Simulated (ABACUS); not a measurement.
# BN (F-43m) in ABACUS: further runs

The runs below take BN through single point, relaxation of cell and atoms, with B86bPBE, TPSS, MS2.

All numbers are computed with ABACUS 3.10.1; they aren't measurements. Logs are shortened: lines on timing, memory, paths and dates and some standing lists are left out, and cuts for length are marked.

**What was measured.**

From a printed reference work, monograph, for a bulk crystal of BN at 300 K: band gap 6.4 eV (indirect).

How close the calculation comes is told below.

### Step 1. Starting point

Symmetry: F-43m, No. 216, cubic system. Conventional cell: a = 3.626 Å, b = 3.626 Å, c = 3.626 Å, α = 90.00°, β = 90.00°, γ = 90.00°. N (site symmetry -43m) has 4 B at 1.57 Å as nearest neighbours. B (site symmetry -43m) has 4 N at 1.57 Å as nearest neighbours.

The cell is a database's computed one.

### Step 2. Single point, B86bPBE

Input file run_abacus.py:

```python
"""ABACUS run from a structure file: ASE reads it, the script writes STRU, KPT and INPUT."""
import re
import subprocess
import spglib
from ase import Atoms
from ase.io import read
from ase.units import Bohr

atoms = read("BN.cif")
cell, frac, numbers = spglib.standardize_cell((atoms.cell[:], atoms.get_scaled_positions(), atoms.numbers), to_primitive=True, symprec=1e-4)
atoms = Atoms(numbers=numbers, cell=cell, scaled_positions=frac, pbc=True)  # the primitive cell
atoms = atoms[(-atoms.numbers).argsort(kind="stable")]  # ABACUS lists atoms element by element
pseudo = {'N': 'n_pbe_v1.2.uspp.F.UPF', 'B': 'b_pbe_v1.4.uspp.F.UPF'}
orbital = {}
magmoms = None
kmesh = [10, 10, 10]
params = {
    'suffix': 'BN',
    'calculation': 'scf',
    'basis_type': 'pw',
    'pseudo_dir': './',
    'symmetry': 1,
    'dft_functional': 'GGA_X_B86_MGC+GGA_C_PBE',
    'ecutwfc': 40,
    'pseudo_rcut': 10,
    'nspin': 1,
    'nbands': 14,
    'ks_solver': 'dav',
    'smearing_method': 'fd',
    'smearing_sigma': 0.00367493,
    'scf_thr': 1e-08,
    'scf_nmax': 100,
    'mixing_type': 'broyden',
    'mixing_beta': 0.7,
    'cal_force': 1,
    'cal_stress': 1,
    'ecutrho': 320,
    'out_chg': 1,
    'kpar': 4,
}

symbols = atoms.get_chemical_symbols()
elements = list(dict.fromkeys(symbols))
lines = ["ATOMIC_SPECIES"] + [f"{e} {atoms.get_masses()[symbols.index(e)]:.4f} {pseudo[e]}" for e in elements]
if orbital:
    lines += ["", "NUMERICAL_ORBITAL"] + [orbital[e] for e in elements]
lines += ["", "LATTICE_CONSTANT", f"{1 / Bohr:.10f}", "", "LATTICE_VECTORS"]
lines += [" ".join(f"{x:.10f}" for x in v) for v in atoms.cell]
lines += ["", "ATOMIC_POSITIONS", "Direct"]
for e in elements:
    lines += ["", e, "0.0", str(symbols.count(e))]
    for i, p in enumerate(atoms.get_scaled_positions(wrap=False)):
        if symbols[i] == e:
            mag = "" if magmoms is None else " mag " + " ".join(str(x) for x in (magmoms[i] if isinstance(magmoms[i], list) else [magmoms[i]]))
            lines.append(" ".join(f"{x:.10f}" for x in p) + " 1 1 1" + mag)
open("STRU", "w").write("\n".join(lines) + "\n")
open("KPT", "w").write("K_POINTS\n0\nGamma\n%d %d %d 0 0 0\n" % tuple(kmesh))
open("INPUT", "w").write("INPUT_PARAMETERS\n" + "".join(f"{k:<20s}{v}\n" for k, v in params.items()))

done = subprocess.run(['mpirun', '-np', '4', 'abacus'])
if done.returncode:
    raise SystemExit(done.returncode)
log = open("OUT.BN/running_scf.log").read()
print("final energy (eV):", re.findall(r"FINAL_ETOT_IS (\S+)", log))
```

Input file BN.cif:

```cif
data_BN
_cell_length_a 3.62600200
_cell_length_b 3.62600200
_cell_length_c 3.62600200
_cell_angle_alpha 90.00000000
_cell_angle_beta 90.00000000
_cell_angle_gamma 90.00000000
_space_group_name_H-M_alt 'F-43m'
_space_group_name_Hall 'F -4 2 3'
_space_group_IT_number 216
loop_
_space_group_symop_operation_xyz
'x,y,z'
'y,-x,-z'
'-x,-y,z'
'-y,x,-z'
'x,-y,-z'
'y,x,z'
'-x,y,-z'
'-y,-x,z'
'z,x,y'
'-z,y,-x'
'z,-x,-y'
'-z,-y,x'
'-z,x,-y'
'z,y,x'
'-z,-x,y'
'z,-y,-x'
'y,z,x'
'-x,-z,y'
'-y,z,-x'
'x,-z,-y'
'-y,-z,x'
'x,z,y'
'y,-z,-x'
'-x,z,-y'
'x,y+1/2,z+1/2'
'y,-x+1/2,-z+1/2'
'-x,-y+1/2,z+1/2'
'-y,x+1/2,-z+1/2'
'x,-y+1/2,-z+1/2'
'y,x+1/2,z+1/2'
'-x,y+1/2,-z+1/2'
'-y,-x+1/2,z+1/2'
'z,x+1/2,y+1/2'
'-z,y+1/2,-x+1/2'
'z,-x+1/2,-y+1/2'
'-z,-y+1/2,x+1/2'
'-z,x+1/2,-y+1/2'
'z,y+1/2,x+1/2'
'-z,-x+1/2,y+1/2'
'z,-y+1/2,-x+1/2'
'y,z+1/2,x+1/2'
'-x,-z+1/2,y+1/2'
'-y,z+1/2,-x+1/2'
'x,-z+1/2,-y+1/2'
'-y,-z+1/2,x+1/2'
'x,z+1/2,y+1/2'
'y,-z+1/2,-x+1/2'
'-x,z+1/2,-y+1/2'
'x+1/2,y,z+1/2'
'y+1/2,-x,-z+1/2'
'-x+1/2,-y,z+1/2'
'-y+1/2,x,-z+1/2'
'x+1/2,-y,-z+1/2'
'y+1/2,x,z+1/2'
'-x+1/2,y,-z+1/2'
'-y+1/2,-x,z+1/2'
'z+1/2,x,y+1/2'
'-z+1/2,y,-x+1/2'
'z+1/2,-x,-y+1/2'
'-z+1/2,-y,x+1/2'
'-z+1/2,x,-y+1/2'
'z+1/2,y,x+1/2'
'-z+1/2,-x,y+1/2'
'z+1/2,-y,-x+1/2'
'y+1/2,z,x+1/2'
'-x+1/2,-z,y+1/2'
'-y+1/2,z,-x+1/2'
'x+1/2,-z,-y+1/2'
'-y+1/2,-z,x+1/2'
'x+1/2,z,y+1/2'
'y+1/2,-z,-x+1/2'
'-x+1/2,z,-y+1/2'
'x+1/2,y+1/2,z'
'y+1/2,-x+1/2,-z'
'-x+1/2,-y+1/2,z'
'-y+1/2,x+1/2,-z'
'x+1/2,-y+1/2,-z'
'y+1/2,x+1/2,z'
'-x+1/2,y+1/2,-z'
'-y+1/2,-x+1/2,z'
'z+1/2,x+1/2,y'
'-z+1/2,y+1/2,-x'
'z+1/2,-x+1/2,-y'
'-z+1/2,-y+1/2,x'
'-z+1/2,x+1/2,-y'
'z+1/2,y+1/2,x'
'-z+1/2,-x+1/2,y'
'z+1/2,-y+1/2,-x'
'y+1/2,z+1/2,x'
'-x+1/2,-z+1/2,y'
'-y+1/2,z+1/2,-x'
'x+1/2,-z+1/2,-y'
'-y+1/2,-z+1/2,x'
'x+1/2,z+1/2,y'
'y+1/2,-z+1/2,-x'
'-x+1/2,z+1/2,-y'
loop_
_atom_site_label
_atom_site_type_symbol
_atom_site_symmetry_multiplicity
_atom_site_Wyckoff_symbol
_atom_site_fract_x
_atom_site_fract_y
_atom_site_fract_z
_atom_site_occupancy
N1 N 4 d 0.2500000000 0.2500000000 0.7500000000 1
B1 B 4 a 0.0000000000 0.0000000000 0.0000000000 1
```

Potentials or basis: GBRV ultrasoft 1.5 PBE, plane waves.

On the command line:

```console
OMP_NUM_THREADS=1 python run_abacus.py > log
```

running log:

```text
ABACUS v3.10.1

               Atomic-orbital Based Ab-initio Computation at UStc

 ------------------------------------------------------------------------------------

 READING GENERAL INFORMATION
                           global_out_dir = OUT.BN/
                           global_in_card = INPUT
                               pseudo_dir = ./
[... 8 lines left out ...]

 READING ATOM TYPE 1
                               atom label = N
                      L=0, number of zeta = 1
                      L=1, number of zeta = 1
                      L=2, number of zeta = 1
             number of atom for this type = 1

 READING ATOM TYPE 2
                               atom label = B
                      L=0, number of zeta = 1
                      L=1, number of zeta = 1
                      L=2, number of zeta = 1
             number of atom for this type = 1

                        TOTAL ATOM NUMBER = 2
DIRECT COORDINATES
    atom                   x                   y                   z     mag                  vx                  vy                  vz
taud_N1            0.7500000000        0.7500000000        0.7500000000  0.0000        0.0000000000        0.0000000000        0.0000000000
taud_B1            0.0000000000        0.0000000000        0.0000000000  0.0000        0.0000000000        0.0000000000        0.0000000000

                          Volume (Bohr^3) = 80.4305
                             Volume (A^3) = 11.9186

 Lattice vectors: (Cartesian coordinate: in unit of a_0)
                   +0              +1.813              +1.813
               +1.813                  +0              +1.813
               +1.813              +1.813                  +0
 Reciprocal vectors: (Cartesian coordinate: in unit of 2 pi/a_0)
            -0.275786           +0.275786           +0.275786
            +0.275786           -0.275786           +0.275786
            +0.275786           +0.275786           -0.275786
 The esolver type has been set to : ksdft_pw

                PAO radial cut off (Bohr) = 10

 Read in pseudopotential file is n_pbe_v1.2.uspp.F.UPF
                     pseudopotential type = US
          exchange-correlation functional = PBE
                 nonlocal core correction = 1
                        valence electrons = 5
                                     lmax = 1
                           number of zeta = 2
                     number of projectors = 4
                           L of projector = 0
                           L of projector = 0
                           L of projector = 1
                           L of projector = 1
 XC functional updated to : GGA_X_B86_MGC+GGA_C_PBE
          exchange-correlation functional = GGA_X_B86_MGC+GGA_C_PBE
                PAO radial cut off (Bohr) = 10

 Read in pseudopotential file is b_pbe_v1.4.uspp.F.UPF
                     pseudopotential type = US
          exchange-correlation functional = PBE
                 nonlocal core correction = 1
                        valence electrons = 3
                                     lmax = 1
                           number of zeta = 2
                     number of projectors = 4
                           L of projector = 0
                           L of projector = 0
                           L of projector = 1
                           L of projector = 1
 XC functional updated to : GGA_X_B86_MGC+GGA_C_PBE
          exchange-correlation functional = GGA_X_B86_MGC+GGA_C_PBE
[... 168 lines left out ...]
                         number of sticks = 85

 PARALLEL PW FOR WAVE FUNCTIONS
     PROC   COLUMNS(POT)             PW
        1             85            531
 --------------- sum -------------------
        1             85            531

 SETUP NONLOCAL PSEUDOPOTENTIALS IN PLANE WAVE BASIS
 N non-local projectors:
 projector 1 L=0
 projector 2 L=0
 projector 3 L=1
 projector 4 L=1
 B non-local projectors:
 projector 1 L=0
 projector 2 L=0
 projector 3 L=1
 projector 4 L=1
      TOTAL NUMBER OF NONLOCAL PROJECTORS = 16

 Init Non-Local PseudoPotential table :
 Init Non-Local-Pseudopotential done.

                                     npwx = 353

 Make real space PAO into reciprocal space.
       max mesh points in Pseudopotential = 655
     dq(describe PAO in reciprocal space) = 0.01
                                    max q = 763

 number of pseudo atomic orbitals for N is 2
WARNING: norm of atomic wavefunction # 2 of atomic type N is 0.999999, renormalized

 number of pseudo atomic orbitals for B is 2
WARNING: norm of atomic wavefunction # 1 of atomic type B is 0.999999, renormalized
WARNING: norm of atomic wavefunction # 2 of atomic type B is 0.999862, renormalized

 -------------------------------------------
 SELF-CONSISTENT
 -------------------------------------------
                                 init_chg = atomic

 PW ALGORITHM --------------- ION=   1  ELEC=   1--------------------------------

 Density error is 0.224100467472
                          Error Threshold = 0.01
----------------------------------------------------------
     Energy           Rydberg                 eV
----------------------------------------------------------
 E_KohnSham     -26.6812767557       -363.0173937924
 E_Harris       -25.5952275419       -348.2409361767
 E_Fermi        1.0195551140         13.8717589753
----------------------------------------------------------
[... 51 lines left out ...]
 Density error is 8.79067422264e-09
                          Error Threshold = 5.26041767413e-09
----------------------------------------------------------
     Energy           Rydberg                 eV
----------------------------------------------------------
 E_KohnSham     -26.7422897540       -363.8475182217
 E_KS(sigma->0) -26.7422897540       -363.8475182217
 E_Harris       -26.7421169909       -363.8451676584
 E_band         1.8745240179         25.5042076809
 E_one_elec     4.4536522097         60.5950469626
 E_Hartree      3.6425448070         49.5593645951
 E_xc           -8.5776239855        -116.7045615037
 E_Ewald        -26.2608627853       -357.2973682757
 E_entropy(-TS) -0.0000000000        -0.0000000000
 E_descf        0.0000000000         0.0000000000
 E_exx          0.0000000000         0.0000000000
 E_Fermi        0.9396015234         12.7839345677
----------------------------------------------------------

 charge density convergence is achieved
 final etot is -363.84751822 eV
 EFERMI = 12.783934568 eV

 STATE ENERGY(eV) AND OCCUPATIONS    NSPIN == 1
 1/12 kpoint (Cartesian) = 0.0000 0.0000 0.0000 (331 pws)
       1       -9.08870     0.00200000
       2        10.9984     0.00200000
       3        10.9984     0.00200000
       4        10.9984     0.00200000
       5        19.7996    2.30883e-64
       6        19.7996    2.30883e-64
       7        19.7996    2.30883e-64
       8        21.2829    3.01972e-77
       9        35.6453        0.00000
      10        38.6965        0.00000
      11        38.6965        0.00000
      12        39.3406        0.00000
      13        39.3406        0.00000
      14        39.3406        0.00000
[... 66 lines left out ...]
       1       -4.92650     0.00800000
       2       0.424714     0.00800000
       3        9.07711     0.00800000
       4        9.07711     0.00800000
       5        21.0861    6.18336e-75
       6        21.6897    3.53839e-80
       7        21.6897    3.53839e-80
       8        26.2221        0.00000
       9        34.3944        0.00000
      10        37.6353        0.00000
      11        37.8198        0.00000
      12        37.8198        0.00000
      13        45.9026        0.00000
      14        45.9026        0.00000

[... levels at 6 further k points ...]

------------------------------------------------------------------------------------------
 TOTAL-FORCE (eV/Angstrom)
------------------------------------------------------------------------------------------
                        N1         0.0000000000         0.0000000000         0.0000000000
                        B1         0.0000000000         0.0000000000         0.0000000000
------------------------------------------------------------------------------------------

----------------------------------------------------------------
 TOTAL-STRESS (KBAR)
----------------------------------------------------------------
         5.5908172424         0.0000000000         0.0000000000
        -0.0000000000         5.5908172424         0.0000000000
        -0.0000000000         0.0000000000         5.5908172424
----------------------------------------------------------------
 TOTAL-PRESSURE: 5.590817 KBAR

 --------------------------------------------
 !FINAL_ETOT_IS -363.8475182216791382 eV
 --------------------------------------------
```

It took 3 s on 4 MPI ranks of Intel Xeon Platinum 8259CL at 2.50GHz (Skylake/Cascade Lake), shared host; peak memory 0.36 GiB.

Results:

```
Free energy            : -363.8475 eV
Pressure               : 0.6 GPa
Band gap on the k mesh : 4.53 eV, indirect (least direct gap 8.80 eV)
```

Caveat: the potentials were made for another functional, which shifts forces and pressure.

### Step 3. Relaxation of cell and atoms, B86bPBE

Input file INPUT:

```
INPUT_PARAMETERS
suffix              BN
calculation         cell-relax
basis_type          pw
pseudo_dir          ./
symmetry            1
dft_functional      GGA_X_B86_MGC+GGA_C_PBE
ecutwfc             40
pseudo_rcut         10
nspin               1
nbands              8
ks_solver           dav
smearing_method     fd
smearing_sigma      0.00367493
scf_thr             1e-08
scf_nmax            100
mixing_type         broyden
mixing_beta         0.7
cal_force           1
cal_stress          1
ecutrho             320
relax_nmax          60
force_thr_ev        0.005
relax_method        cg
out_stru            1
stress_thr          0.2
kpar                4
```

Input file STRU:

```
ATOMIC_SPECIES
N 14.0070 n_pbe_v1.2.uspp.F.UPF
B 10.8100 b_pbe_v1.4.uspp.F.UPF

LATTICE_CONSTANT
4.8452022309

LATTICE_VECTORS
0.0000000000 0.7071067812 0.7071067812
0.7071067812 0.0000000000 0.7071067812
0.7071067812 0.7071067812 0.0000000000

ATOMIC_POSITIONS
Cartesian

N
0.0
1
0.3535533906 0.3535533906 0.3535533906 1 1 1

B
0.0
1
0.0000000000 0.0000000000 0.0000000000 1 1 1
```

Input file KPT:

```
K_POINTS
0
Gamma
10 10 10 0 0 0
```

Potentials or basis: GBRV ultrasoft 1.5 PBE, plane waves.

On the command line:

```console
OMP_NUM_THREADS=1 mpirun -np 4 abacus > log
```

It took 4.9 s on 4 MPI ranks of Intel Xeon Platinum 8259CL at 2.50GHz (Skylake/Cascade Lake), shared host; peak memory 0.36 GiB.

Results (log left out):

```yaml
Free_energy: -363.8475 eV
Relaxed_volume: 5.97 Å³/atom
Relaxed_cell: a = 2.565 Å, b = 2.565 Å, c = 2.565 Å, α = 60.00°, β = 60.00°, γ = 60.00°
Space_group_after_relaxing_to_0.05_Å: F-43m (No. 216)
Energy_gained_by_relaxing: 0.0 meV/atom
Ionic_steps: 3
Pressure_after_relaxing: 0.0 GPa
Band_gap_on_the_k_mesh: 4.52 eV, indirect (least direct gap 8.79 eV)
```

Final structure:
```xyz
2
Lattice="0.0000 1.8139 1.8139 1.8139 0.0000 1.8139 1.8139 1.8139 0.0000" Properties=species:S:1:pos:R:3 pbc="T T T"
N     0.9069    0.9069    0.9069
B     0.0000    0.0000    0.0000
```

Levels at points of the mesh, in eV from the valence-band top:
```
           k point  band 1  band 2  band 3  band 4
(0.00, 0.00, 0.00)  -20.07    0.00    0.00    0.00
(0.50, 0.50, 0.50)  -15.92  -10.56   -1.92   -1.92
(0.50, 0.50, 0.00)  -14.57   -8.82   -4.84   -4.84
```

Caveat: the potentials were made for another functional, which shifts forces and pressure. A k mesh can miss the band edges.

### Step 4. Single point, TPSS

run_abacus.py, as its differences from that of step 2:

```diff
@@ -3,4 +3,2 @@
 import subprocess
-import spglib
-from ase import Atoms
 from ase.io import read
@@ -8,10 +6,8 @@
 
-atoms = read("BN.cif")
-cell, frac, numbers = spglib.standardize_cell((atoms.cell[:], atoms.get_scaled_positions(), atoms.numbers), to_primitive=True, symprec=1e-4)
-atoms = Atoms(numbers=numbers, cell=cell, scaled_positions=frac, pbc=True)  # the primitive cell
+atoms = read("BN.xyz")
 atoms = atoms[(-atoms.numbers).argsort(kind="stable")]  # ABACUS lists atoms element by element
-pseudo = {'N': 'n_pbe_v1.2.uspp.F.UPF', 'B': 'b_pbe_v1.4.uspp.F.UPF'}
+pseudo = {'N': 'N_ONCV_PBE-1.2.upf', 'B': 'B_ONCV_PBE-1.2.upf'}
 orbital = {}
 magmoms = None
-kmesh = [10, 10, 10]
+kmesh = [8, 8, 8]
 params = {
@@ -22,4 +18,4 @@
     'symmetry': 1,
-    'dft_functional': 'GGA_X_B86_MGC+GGA_C_PBE',
-    'ecutwfc': 40,
+    'dft_functional': 'MGGA_X_TPSS+MGGA_C_TPSS',
+    'ecutwfc': 97,
     'pseudo_rcut': 10,
@@ -36,3 +32,3 @@
     'cal_stress': 1,
-    'ecutrho': 320,
+    'mixing_tau': 1,
     'out_chg': 1,
```

Input file BN.xyz:

```xyz
2
Lattice="0.0000000000 1.8130010000 1.8130010000 1.8130010000 0.0000000000 1.8130010000 1.8130010000 1.8130010000 0.0000000000" Properties=species:S:1:pos:R:3 pbc="T T T"
N      0.9065005000      0.9065005000      0.9065005000
B      0.0000000000      0.0000000000      0.0000000000
```

Potentials or basis: SG15 ONCV 1.2 PBE, plane waves.

On the command line:

```console
OMP_NUM_THREADS=1 python run_abacus.py > log
```

It took 5.1 s on 4 MPI ranks of Intel Xeon Platinum 8488C (Sapphire Rapids), shared host; peak memory 0.36 GiB.

It converged, with:

* Free energy: -350.2206 eV
* Pressure: -0.9 GPa
* Band gap on the k mesh: 4.58 eV, indirect (least direct gap 9.19 eV)

Levels at points of the mesh, in eV from the valence-band top:
| k point | band 1 | band 2 | band 3 | band 4 | band 5 | band 6 | band 7 | band 8 | band 9 |
| --- | --- | --- | --- | --- | --- | --- | --- | --- | --- |
| (0.00, 0.00, 0.00) | -20.47 | 0.00 | 0.00 | 0.00 | 9.19 | 9.19 | 9.19 | 10.43 | 24.73 |
| (0.50, 0.50, 0.50) | -16.27 | -10.71 | -1.94 | -1.94 | 10.43 | 11.09 | 11.09 | 15.35 | 23.48 |
| (0.50, 0.50, 0.00) | -14.92 | -8.92 | -4.90 | -4.90 | 4.58 | 9.56 | 18.27 | 18.27 | 21.03 |

Caveat: the potentials were made for another functional, which shifts forces and pressure.

(Part 1 of 2 ends here.)
